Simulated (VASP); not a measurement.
# TiTe2 in VASP: a series of runs

The runs below take TiTe2 through single point, with PBE.

Everything below comes from runs of VASP 6.6.1. Logs are shortened: lines on timing, memory, paths and dates and some standing lists are left out, and cuts for length are marked.

### 1 The structure

The cell holds a slab with vacuum, 6 atoms: a = 3.777 Å, b = 3.777 Å, c = 27.913 Å, α = 90.00°, β = 90.00°, γ = 120.00°.

### 2 Single point, PBE

INCAR

```
SYSTEM = TiTe2
ALGO     = Normal         ! electronic algorithm
DIPOL    = 0.5 0.5 0.500
EDIFF    = 1E-7           ! SCF threshold, eV
ENCUT    = 460            ! plane-wave cutoff, eV
GGA      = PE             ! functional
IDIPOL   = 3            
ISIF     = 2              ! what is computed and relaxed
ISMEAR   = 0              ! smearing method
LASPH    = .True.         ! aspherical terms in the spheres
LCHARG   = .False.        ! write CHGCAR
LDIPOL   = .True.       
LREAL    = .False.        ! projectors in reciprocal space
LVACPOTAV= .True.       
LVHAR    = .True.       
LWAVE    = .False.        ! write WAVECAR
NBANDS   = 38             ! bands
NELM     = 120            ! most SCF steps
PREC     = Accurate       ! precision mode
SIGMA    = 0.05           ! smearing width, eV
```

KPOINTS

```
k-points
0
Gamma
  7 7 1
  0 0 0
```

POSCAR

```
TiTe2
1.0
    3.7770008876      0.0000000000      0.0000000000
   -1.8885004438      3.2709787188      0.0000000000
    0.0000000000      0.0000000000     27.9133488000
Te Ti
4 2
Direct
    0.3333333333      0.6666666666      0.3224263797
    0.6666666667      0.3333333334      0.4447817741
    0.3333333333      0.6666666666      0.5552182259
    0.6666666667      0.3333333334      0.6775736203
    0.0000000000      0.0000000000      0.3836040769
    0.0000000000      0.0000000000      0.6163959231
```

Potentials or basis: VASP PAW PBE potentials, release 64 (Te, Ti_sv).

Command:

```bash
$ cat potpaw_PBE.64/Te/POTCAR potpaw_PBE.64/Ti_sv/POTCAR > POTCAR
$ mpirun -np 1 vasp_std > vasp.out
```

OUTCAR:

```text
SYSTEM = TiTe2
   EDIFF = 1E-7
   ENCUT = 460
   GGA = PE
   ISIF = 2
   ISMEAR = 0
   LASPH = .True.
   LREAL = .False.
   NELM = 120
   PREC = Accurate

 Found      8 irreducible k-points:

 Following reciprocal coordinates:
            Coordinates               Weight
  0.000000  0.000000  0.000000      1.000000
  0.142857  0.000000  0.000000      6.000000
  0.285714  0.000000  0.000000      6.000000
  0.428571 -0.000000  0.000000      6.000000
  0.142857  0.142857  0.000000      6.000000
  0.285714  0.142857  0.000000     12.000000
   k-points           NKPTS =      8   k-points in BZ     NKDIM =      8   number of bands    NBANDS=     38
   number of dos      NEDOS =    301   number of ions     NIONS =      6
   total plane-waves  NPLWV = 153664
   dimension x,y,z NGX =    28 NGY =   28 NGZ =  196
   dimension x,y,z NGXF=    56 NGYF=   56 NGZF=  392
   ions per type =               4   2
   NGX,Y,Z   is equivalent  to a cutoff of  12.32, 12.32, 11.67 a.u.
   NGXF,Y,Z  is equivalent  to a cutoff of  24.65, 24.65, 23.35 a.u.
 SYSTEM =  TiTe2
   PREC   = accura    normal or accurate (medium, high low for compatibility)
   ISTART =      0    job   : 0-new  1-cont  2-samecut
   ICHARG =      2    charge: 1-file 2-atom 10-const
   ISPIN  =      1    spin polarized calculation?
   LNONCOLLINEAR =      F non collinear calculations
   LSORBIT =      F    spin-orbit coupling
   LASPH  =      T    aspherical Exc in radial PAW
   ENCUT  =  460.0 eV  33.81 Ry    5.81 a.u.   6.61  6.61 48.81*2*pi/ulx,y,z
   NELM   =    120;   NELMIN=  2; NELMDL= -5     # of ELM steps
   EDIFF  = 0.1E-06   stopping-criterion for ELM
   LREAL  =      F    real-space projection
   EDIFFG = 0.1E-05   stopping-criterion for IOM
   NSW    =      0    number of steps for IOM
   IBRION =     -1    ionic relax: 0-MD 1-quasi-New 2-CG
   NFREE  =      0    steps in history (QN), initial steepest desc. (CG)
   ISIF   =      2    stress and relaxation
   ISYM   =      2    0-nonsym 1-usesym 2-fastsym
   POTIM  = 0.5000    time-step for ionic-motion
   TEBEG  =    0.0;   TEEND  =   0.0 temperature during run
   PSTRESS=    0.0 pullay stress
   NELECT =      48.0000    total number of electrons
   NUPDOWN=      -1.0000    fix difference up-down
   EMIN   =  10.00;   EMAX   =-10.00  energy-range for DOS
   EFERMI =   0.00;   METHOD = LEGACY
   ISMEAR =     0;   SIGMA  =   0.05  broadening in eV -4-tet -1-fermi 0-gaus
   EFERMI_NEDOS =   21; number of points for ismear=-14 and -15
   IALGO  =     38    algorithm
   IMIX   =      4    mixing-type and parameters
     AMIX     =   0.40;   BMIX     =  1.00
     AMIX_MAG =   1.60;   BMIX_MAG =  1.00
  volume/ion in A,a.u.               =      57.48       387.87
  Fermi-wavevector in a.u.,A,eV,Ry     =   0.848418  1.603277  9.793642  0.719812
  Thomas-Fermi vector in A             =   1.964078
   LORBIT       =      0    0 simple, 1 ext, 2 COOP (PROOUT), +10 PAW based schemes
   GGA     = PE    functional components
   LHFCALC =     F    Hartree Fock is set to
   AEXX    =    0.0000 exact exchange contribution
   IVDW    =     0    specifies the selected vdW correction
   LEPSILON=     F    determine dielectric tensor
   LRPA    =     F    only Hartree local field effects (RPA)
 non-spin polarized calculation
 Gauss-broadening in eV      SIGMA  =   0.05
  energy-cutoff  :      460.00
  volume of cell :      344.86
 maximum number of plane-waves:      7813
 NGX is ok and might be reduce to    28
   NGX = 13   NGY = 13   NGZ = 97

 dipolmoment           0.000000      0.000000     -0.000000 electrons x Angstroem

 number of electron      47.9999991 magnetization

 dipolmoment           0.000000      0.000000      0.000000 electrons x Angstroem

 Free energy of the ion-electron system (eV)
  ---------------------------------------------------
  ext. energy  EPLUGINS =         0.00000000
  ---------------------------------------------------
  free energy    TOTEN  =       -32.36029641 eV

  energy without entropy =      -32.35619366  energy(sigma->0) =      -32.35824503

 E-fermi :   0.4380     XC(G=0):  -5.0103

 val. band max:        0.4160007895   @ k =   0.1429   0.0000   0.0000
 cond. band min:       0.5341675471   @ k =   0.4286  -0.0000   0.0000
 fundamental gap:      0.1181667576
 Fermi energy:         0.4380326426

 k-point     1 :       0.0000    0.0000    0.0000
  band No.  band energies     occupation
      1     -56.9923      2.00000
      2     -56.9923      2.00000
      3     -33.2408      2.00000
      4     -33.2408      2.00000
      5     -33.2408      2.00000
      6     -33.2408      2.00000
[... 28 lines left out ...]
     35       4.8616      0.00000
     36       4.9744      0.00000

 k-point     2 :       0.1429    0.0000    0.0000
  band No.  band energies     occupation
      1     -56.9917      2.00000
      2     -56.9917      2.00000
      3     -33.2485      2.00000
      4     -33.2485      2.00000
      5     -33.2425      2.00000
      6     -33.2425      2.00000
[... 28 lines left out ...]
     35       5.1982      0.00000
     36       5.2728      0.00000

 k-point     3 :       0.2857    0.0000    0.0000
  band No.  band energies     occupation
      1     -56.9904      2.00000
      2     -56.9904      2.00000
      3     -33.2660      2.00000
      4     -33.2660      2.00000
      5     -33.2465      2.00000
      6     -33.2465      2.00000
[... 28 lines left out ...]
     35       5.5766      0.00000
     36       5.7437      0.00000

 k-point     4 :       0.4286   -0.0000    0.0000
  band No.  band energies     occupation
      1     -56.9894      2.00000
      2     -56.9894      2.00000
      3     -33.2800      2.00000
      4     -33.2800      2.00000
      5     -33.2498      2.00000
      6     -33.2498      2.00000
[... 28 lines left out ...]
     35       4.9076      0.00000
     36       5.2536      0.00000

 k-point     5 :       0.1429    0.1429    0.0000
  band No.  band energies     occupation
      1     -56.9908      2.00000
      2     -56.9908      2.00000
      3     -33.2600      2.00000
      4     -33.2600      2.00000
      5     -33.2466      2.00000
      6     -33.2466      2.00000
[... 28 lines left out ...]
     35       5.7367      0.00000
     36       5.7399      0.00000

 k-point     6 :       0.2857    0.1429    0.0000
  band No.  band energies     occupation
      1     -56.9897      2.00000
      2     -56.9896      2.00000
      3     -33.2735      2.00000
      4     -33.2735      2.00000
      5     -33.2525      2.00000
      6     -33.2525      2.00000
[... 28 lines left out ...]
     35       5.6848      0.00000
     36       5.9536      0.00000

 [... further k-points ...]

 [bands above 36 left out]

------------------------ aborting loop because EDIFF is reached ----------------------------------------

  FORCE on cell =-STRESS in cart. coord.  units (eV):
  Direction    XX          YY          ZZ          XY          YZ          ZX
  --------------------------------------------------------------------------------------
  -------------------------------------------------------------------------------------
  Total        0.5207914      0.5207914      1.4570670      0.0000000      0.0000000      0.0000000
  in kB        2.4195670      2.4195670      6.7694497      0.0000000      0.0000000      0.0000000
  external PRESSURE =       3.8695279 kB  Pullay stress =       0.0000000 kB

 VOLUME and BASIS-vectors are now :
 -----------------------------------------------------------------------------
  energy-cutoff  :      460.00
  volume of cell :      344.86
      direct lattice vectors                 reciprocal lattice vectors
     3.777000888  0.000000000  0.000000000     0.264760330  0.152859448  0.000000000
    -1.888500444  3.270978719  0.000000000     0.000000000  0.305718895  0.000000000
     0.000000000  0.000000000 27.913348800     0.000000000  0.000000000  0.035825153

 POSITION                                       TOTAL-FORCE (eV/Angst)
 -----------------------------------------------------------------------------------
     -0.00000      2.18065      9.00000         0.000000     -0.000000     -0.229717
      1.88850      1.09033     12.41535         0.000000     -0.000000     -0.015651
     -0.00000      2.18065     15.49800        -0.000000      0.000000      0.015651
      1.88850      1.09033     18.91335        -0.000000      0.000000      0.229717
      0.00000      0.00000     10.70767         0.000000     -0.000000      0.125331
      0.00000      0.00000     17.20567        -0.000000     -0.000000     -0.125331
 -----------------------------------------------------------------------------------
    total drift:                               -0.000000     -0.000000      0.000000

  FREE ENERGIE OF THE ION-ELECTRON SYSTEM (eV)
  ---------------------------------------------------
  free  energy   TOTEN  =       -32.3602964069 eV

  energy  without entropy=      -32.3561936590  energy(sigma->0) =      -32.35824503

 vacuum level on the upper side and lower side of the slab         5.443         5.443
```

Run time: 2.2 min. Hardware: 1 thread of AMD EPYC 9R45 (Zen 5), shared host; peak memory 0.39 GiB.

The run converged, but some of its settings lie outside the range that counts as converged, so its numbers aren't taken as properties of the slab.

Results:

```yaml
Free_energy: -32.3603 eV
Largest_force: 0.230 eV/Å
Band_gap_on_the_k_mesh: none (metal or under the smearing width)
Work_function_of_the_upper_face: 5.00 eV
Work_function_of_the_lower_face: 5.00 eV
```

### 3 Single point, PBE

INCAR is that of step 2.

KPOINTS

```
k-points
0
Gamma
  9 9 1
  0 0 0
```

POSCAR is that of step 2.

Potentials or basis: VASP PAW PBE potentials, release 64 (Te, Ti_sv).

Command:

```bash
$ cat potpaw_PBE.64/Te/POTCAR potpaw_PBE.64/Ti_sv/POTCAR > POTCAR
$ mpirun -np 1 vasp_std > vasp.out
```

OUTCAR:

```text
SYSTEM = TiTe2
   EDIFF = 1E-7
   ENCUT = 460
   GGA = PE
   ISIF = 2
   ISMEAR = 0
   LASPH = .True.
   LREAL = .False.
   NELM = 120
   PREC = Accurate

 Found     12 irreducible k-points:

 Following reciprocal coordinates:
            Coordinates               Weight
  0.000000  0.000000  0.000000      1.000000
  0.111111  0.000000  0.000000      6.000000
  0.222222 -0.000000  0.000000      6.000000
  0.333333  0.000000  0.000000      6.000000
  0.444444 -0.000000  0.000000      6.000000
  0.111111  0.111111  0.000000      6.000000
   k-points           NKPTS =     12   k-points in BZ     NKDIM =     12   number of bands    NBANDS=     38
   number of dos      NEDOS =    301   number of ions     NIONS =      6
   total plane-waves  NPLWV = 153664
   dimension x,y,z NGX =    28 NGY =   28 NGZ =  196
   dimension x,y,z NGXF=    56 NGYF=   56 NGZF=  392
   ions per type =               4   2
   NGX,Y,Z   is equivalent  to a cutoff of  12.32, 12.32, 11.67 a.u.
   NGXF,Y,Z  is equivalent  to a cutoff of  24.65, 24.65, 23.35 a.u.
 SYSTEM =  TiTe2
   PREC   = accura    normal or accurate (medium, high low for compatibility)
   ISTART =      0    job   : 0-new  1-cont  2-samecut
   ICHARG =      2    charge: 1-file 2-atom 10-const
   ISPIN  =      1    spin polarized calculation?
   LNONCOLLINEAR =      F non collinear calculations
   LSORBIT =      F    spin-orbit coupling
   LASPH  =      T    aspherical Exc in radial PAW
   ENCUT  =  460.0 eV  33.81 Ry    5.81 a.u.   6.61  6.61 48.81*2*pi/ulx,y,z
   NELM   =    120;   NELMIN=  2; NELMDL= -5     # of ELM steps
   EDIFF  = 0.1E-06   stopping-criterion for ELM
   LREAL  =      F    real-space projection
   EDIFFG = 0.1E-05   stopping-criterion for IOM
   NSW    =      0    number of steps for IOM
   IBRION =     -1    ionic relax: 0-MD 1-quasi-New 2-CG
   NFREE  =      0    steps in history (QN), initial steepest desc. (CG)
   ISIF   =      2    stress and relaxation
   ISYM   =      2    0-nonsym 1-usesym 2-fastsym
   POTIM  = 0.5000    time-step for ionic-motion
   TEBEG  =    0.0;   TEEND  =   0.0 temperature during run
   PSTRESS=    0.0 pullay stress
   NELECT =      48.0000    total number of electrons
   NUPDOWN=      -1.0000    fix difference up-down
   EMIN   =  10.00;   EMAX   =-10.00  energy-range for DOS
   EFERMI =   0.00;   METHOD = LEGACY
   ISMEAR =     0;   SIGMA  =   0.05  broadening in eV -4-tet -1-fermi 0-gaus
   EFERMI_NEDOS =   21; number of points for ismear=-14 and -15
   IALGO  =     38    algorithm
   IMIX   =      4    mixing-type and parameters
     AMIX     =   0.40;   BMIX     =  1.00
     AMIX_MAG =   1.60;   BMIX_MAG =  1.00
  volume/ion in A,a.u.               =      57.48       387.87
  Fermi-wavevector in a.u.,A,eV,Ry     =   0.848418  1.603277  9.793642  0.719812
  Thomas-Fermi vector in A             =   1.964078
   LORBIT       =      0    0 simple, 1 ext, 2 COOP (PROOUT), +10 PAW based schemes
   GGA     = PE    functional components
   LHFCALC =     F    Hartree Fock is set to
   AEXX    =    0.0000 exact exchange contribution
   IVDW    =     0    specifies the selected vdW correction
   LEPSILON=     F    determine dielectric tensor
   LRPA    =     F    only Hartree local field effects (RPA)
 non-spin polarized calculation
 Gauss-broadening in eV      SIGMA  =   0.05
  energy-cutoff  :      460.00
  volume of cell :      344.86
 maximum number of plane-waves:      7813
 NGX is ok and might be reduce to    28
   NGX = 13   NGY = 13   NGZ = 97

 dipolmoment           0.000000      0.000000      0.000000 electrons x Angstroem

 number of electron      47.9999991 magnetization

 dipolmoment           0.000000      0.000000     -0.000000 electrons x Angstroem

 Free energy of the ion-electron system (eV)
  ---------------------------------------------------
  ext. energy  EPLUGINS =         0.00000000
  ---------------------------------------------------
  free energy    TOTEN  =       -32.37021410 eV

  energy without entropy =      -32.36433821  energy(sigma->0) =      -32.36727615

 E-fermi :   0.5044     XC(G=0):  -5.0108

 val. band max:        0.4923922649   @ k =   0.3333   0.0000   0.0000
 cond. band min:       0.5299738994   @ k =   0.4444  -0.0000   0.0000
 fundamental gap:      0.0375816344
 Fermi energy:         0.5043868299

 k-point     1 :       0.0000    0.0000    0.0000
  band No.  band energies     occupation
      1     -56.9833      2.00000
      2     -56.9833      2.00000
      3     -33.2361      2.00000
      4     -33.2361      2.00000
      5     -33.2361      2.00000
      6     -33.2361      2.00000
[... 28 lines left out ...]
     35       4.8620      0.00000
     36       4.9745      0.00000

 k-point     2 :       0.1111    0.0000    0.0000
  band No.  band energies     occupation
      1     -56.9830      2.00000
      2     -56.9830      2.00000
      3     -33.2410      2.00000
      4     -33.2410      2.00000
      5     -33.2372      2.00000
      6     -33.2372      2.00000
[... 28 lines left out ...]
     35       5.0786      0.00000
     36       5.1636      0.00000

 k-point     3 :       0.2222   -0.0000    0.0000
  band No.  band energies     occupation
      1     -56.9821      2.00000
      2     -56.9821      2.00000
      3     -33.2532      2.00000
      4     -33.2532      2.00000
      5     -33.2400      2.00000
      6     -33.2400      2.00000
[... 28 lines left out ...]
     35       5.5582      0.00000
     36       5.6016      0.00000

 k-point     4 :       0.3333    0.0000    0.0000
  band No.  band energies     occupation
      1     -56.9811      2.00000
      2     -56.9811      2.00000
      3     -33.2671      2.00000
      4     -33.2671      2.00000
      5     -33.2432      2.00000
      6     -33.2432      2.00000
[... 28 lines left out ...]
     35       5.3661      0.00000
     36       5.4708      0.00000

 k-point     5 :       0.4444   -0.0000    0.0000
  band No.  band energies     occupation
      1     -56.9804      2.00000
      2     -56.9804      2.00000
      3     -33.2761      2.00000
      4     -33.2761      2.00000
      5     -33.2453      2.00000
      6     -33.2453      2.00000
[... 28 lines left out ...]
     35       4.8863      0.00000
     36       5.1967      0.00000

 k-point     6 :       0.1111    0.1111    0.0000
  band No.  band energies     occupation
      1     -56.9823      2.00000
      2     -56.9823      2.00000
      3     -33.2491      2.00000
      4     -33.2491      2.00000
      5     -33.2396      2.00000
      6     -33.2396      2.00000
[... 28 lines left out ...]
     35       5.4318      0.00000
     36       5.4847      0.00000

 [... further k-points ...]

 [bands above 36 left out]

------------------------ aborting loop because EDIFF is reached ----------------------------------------

  FORCE on cell =-STRESS in cart. coord.  units (eV):
  Direction    XX          YY          ZZ          XY          YZ          ZX
  --------------------------------------------------------------------------------------
  -------------------------------------------------------------------------------------
  Total        0.2834468      0.2834468      1.7369535      0.0000000      0.0000000     -0.0000000
  in kB        1.3168776      1.3168776      8.0697860      0.0000000      0.0000000     -0.0000000
  external PRESSURE =       3.5678471 kB  Pullay stress =       0.0000000 kB

 VOLUME and BASIS-vectors are now :
 -----------------------------------------------------------------------------
  energy-cutoff  :      460.00
  volume of cell :      344.86
      direct lattice vectors                 reciprocal lattice vectors
     3.777000888  0.000000000  0.000000000     0.264760330  0.152859448  0.000000000
    -1.888500444  3.270978719  0.000000000     0.000000000  0.305718895  0.000000000
     0.000000000  0.000000000 27.913348800     0.000000000  0.000000000  0.035825153

 POSITION                                       TOTAL-FORCE (eV/Angst)
 -----------------------------------------------------------------------------------
     -0.00000      2.18065      9.00000        -0.000000      0.000000     -0.267777
      1.88850      1.09033     12.41535        -0.000000      0.000000      0.021449
     -0.00000      2.18065     15.49800         0.000000      0.000000     -0.021449
      1.88850      1.09033     18.91335         0.000000     -0.000000      0.267777
      0.00000      0.00000     10.70767        -0.000000     -0.000000      0.122798
      0.00000      0.00000     17.20567        -0.000000      0.000000     -0.122798
 -----------------------------------------------------------------------------------
    total drift:                               -0.000000      0.000000      0.000000

  FREE ENERGIE OF THE ION-ELECTRON SYSTEM (eV)
  ---------------------------------------------------
  free  energy   TOTEN  =       -32.3702140992 eV

  energy  without entropy=      -32.3643382092  energy(sigma->0) =      -32.36727615

 vacuum level on the upper side and lower side of the slab         5.444         5.444
```

It took 2.8 min on 1 thread of AMD EPYC 9R45 (Zen 5), shared host; peak memory 0.42 GiB.

These settings aren't checked as converged: the numbers below hold their error.

Results:

- Free energy: -32.3702 eV
- Largest force: 0.268 eV/Å
- Band gap on the k mesh: none (metal or under the smearing width)
- Work function of the upper face: 4.94 eV
- Work function of the lower face: 4.94 eV
